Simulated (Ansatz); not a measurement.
A plane-wave DFT run in Ansatz 0.2.0 (scalar-relativistic PAW potentials unless the input names others): input and command.

```yaml
crystal:
  lattice:
    - [2.554580096, 0.0, 0.0]
    - [-1.277290048, 2.2123312591, 0.0]
    - [0.0, 0.0, 8.4490290704]
  atoms:
    - { symbol: B, position: [0.6770674532, 0.3333333333, 0.4999029273], spin: 2.0 }
    - { symbol: B, position: [0.6562658802, 0.3333333333, 0.9999029273] }
    - { symbol: B, position: [0.377675227, 0.6666666667, 0.2499029273] }
    - { symbol: B, position: [0.2889914396, 0.6666666667, 0.7499029273] }
    - { symbol: "N", position: [0.7136411186, 0.3333333333, 0.3125970727] }
    - { symbol: "N", position: [0.6196922147, 0.3333333333, 0.8125970727] }
    - { symbol: "N", position: [0.3333333333, 0.6666666667, 0.0625970727] }
    - { symbol: "N", position: [0.3333333333, 0.6666666667, 0.5625970727] }
basis:
  ecutwfc: 420
kpoints:
  mp_grid: { grid: [12, 12, 4] }
hamiltonian:
  xc: pbe
scf:
  occupations: { method: gaussian, width: 0.05 }
  max_iter: 50
output:
  forces: true
  eigenvalues: true
  stress: true
```

```bash
ansatz run input.yaml --threads 2 --pin off --max-ram 5120MiB --backend cpu --events-out ev --progress --plain --runs-dir out
```

Task: Will this input run?

Result: The program refuses it, because of a moment without spin polarisation (crystal.atoms[0].spin: not typed → 2.0). Without that key it is accepted.

Abridged log:
```
Error: inconsistent input (magnetization.spin_polarized): false but per-atom `spin:`, `per_species`, `initial_magnetization`, `magnetic_field`, or `spin_locking` is set
```